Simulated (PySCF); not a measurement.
Numbering as in the mapped SMILES `[CH:1]1=[CH:2][CH2:3][CH2:4][CH:5]=[CH:6]1`; H(Xn) means a hydrogen on atom n.

GIAO PBE0/pcSseg-1 shifts (PySCF, gas phase, non-relativistic, equivalent atoms averaged), each against references optimised in the same way as the molecule (TMS).

On the GFN2-xTB geometry: C2/C5 133.7, C1/C6 132.0, C3/C4 25.7, H(C1)/H(C6) 6.21, H(C2)/H(C5) 6.05, H(C3)/H(C4) 2.25 ppm.

What changes on the PBE0-D3(BJ)/def2-SVP geometry?

Answers


```json
{"atoms": "C2/C5", "δ (ppm)": "134.3", "change": "+0.6"}
{"atoms": "C1/C6", "δ (ppm)": "133.0", "change": "+1.0"}
{"atoms": "C3/C4", "δ (ppm)": "24.8", "change": "-0.9"}
{"atoms": "H(C1)/H(C6)", "δ (ppm)": "6.06", "change": "-0.15"}
{"atoms": "H(C2)/H(C5)", "δ (ppm)": "5.92", "change": "-0.13"}
{"atoms": "H(C3)/H(C4)", "δ (ppm)": "2.11", "change": "-0.14"}
```

Bonds between heavy atoms that differ most (equivalent bonds averaged): C1–C2 1.331 → 1.344 Å, C6–C1 1.452 → 1.463 Å, C3–C4 1.529 → 1.527 Å. Mean change of bonds to hydrogen: C–H +0.012 Å.
